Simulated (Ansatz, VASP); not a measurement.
## One calculation of CaS, two programs

INCAR

```
SYSTEM = CaS
PREC     = Accurate       ! precision mode
ENCUT    = 520            ! plane-wave cutoff, eV
EDIFF    = 1E-8           ! SCF threshold, eV
ISMEAR   = -1             ! smearing method
SIGMA    = 0.01           ! smearing width, eV
LREAL    = .False.        ! projectors in reciprocal space
LASPH    = .True.         ! aspherical terms in the spheres
NELM     = 60             ! most SCF steps
ALGO     = Normal         ! electronic algorithm
ISIF     = 2              ! what is computed and relaxed
LWAVE    = .False.        ! write WAVECAR
LCHARG   = .False.        ! write CHGCAR
GGA      = PE             ! functional
LEFG     = .True.       
NBANDS   = 15             ! bands
```

KPOINTS

```
regular mesh
0
Gamma
  7 7 7
  0 0 0
```

The input POSCAR:

```
CaS
1.0
    0.0000000000      2.8664969333      2.8664969333
    2.8664969333      0.0000000000      2.8664969333
    2.8664969333      2.8664969333      0.0000000000
Ca S
1 1
Direct
    0.0000000000      0.0000000000      0.0000000000
    0.5000000000      0.5000000000      0.5000000000
```

Input for Ansatz:

```yaml
crystal:
  lattice:
    - [0.0, 2.8664969333, 2.8664969333]
    - [2.8664969333, 0.0, 2.8664969333]
    - [2.8664969333, 2.8664969333, 0.0]
  atoms:
    - { symbol: Ca, position: [0.0, 0.0, 0.0] }
    - { symbol: S, position: [0.5, 0.5, 0.5] }
kpoints:
  mp_grid: { grid: [7, 7, 7] }
scf:
  occupations: { method: fermi_dirac, width: 0.01 }
hamiltonian:
  xc: pbe
  pseudopotentials: { kind: paw }
output:
  forces: true
  stress: true
  eigenvalues: true
  efg: { contact_densities: true }
```

Change from the starting cell: volume scaled by 1.025, PAW files.

Alike in both runs: task electric field gradients; functional PBE; k mesh 7 × 7 × 7; occupations fermi-dirac, width 0.01 eV; no spin polarisation.

|  | VASP | Ansatz |
| --- | --- | --- |
| version | VASP 6.6.1 | Ansatz 0.2.0 |
| potentials or method | VASP PAW PBE potentials, release 64 (Ca_sv, S) | PAW with Ansatz's default frozen-core files, scalar-relativistic |
| plane-wave cutoff (eV) | 520 | 420 |
| valence electrons in the cell | 16 | 16 |

Ansatz gave:

```
gap on the k mesh at the Fermi level (eV)                      : 2.47
pressure (GPa)                                                 : -0.6
Vzz of the field gradient on the site that differs most (V/Å²) : 0.0
```

**Question.** Estimate VASP's values.

**Answer.** gap on the k mesh at the Fermi level (eV): 2.47; pressure (GPa): -0.5; Vzz of the field gradient on the site that differs most (V/Å²): 0.0.

Caveats: an odd mesh through Γ misses points on the zone boundary, where band edges often lie.
